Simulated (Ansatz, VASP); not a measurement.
## Hf: VASP beside Ansatz

```
Hf
1.0
     3.19670    0.00000    0.00000
    -1.59835    2.76842    0.00000
     0.00000    0.00000    5.05780
Hf
2
Direct
  0.66667 0.33333 0.75000
  0.33333 0.66667 0.25000
```

Alike in both runs: task single point; functional PBE; k mesh 10 × 10 × 5; occupations gaussian, width 0.02 eV; no spin polarisation.

```csv
,VASP,Ansatz
version,VASP 6.6.1,Ansatz 0.2.0
potentials or method,"VASP PAW PBE potentials, release 64 (Hf_pv), cutoff 520 eV","all-electron LAPW, scalar-relativistic"
```

Ansatz gave:

| Item | Value |
| --- | --- |
| gap on the k mesh at the Fermi level (eV) | none |
| pressure (GPa) | 0.6 |
| largest component of the traceless stress (GPa) | 0.17 |

Q: Estimate VASP's values.

A: gap on the k mesh at the Fermi level (eV): none; pressure (GPa): 0.2; largest component of the traceless stress (GPa): 0.23.

A gap of «none» marks a metal or a gap that the smearing closes. Ansatz ran all-electron here, so the differences hold the error of VASP's frozen core and of both bases.

The runs have no spin-orbit coupling, so splittings on Hf are missing.
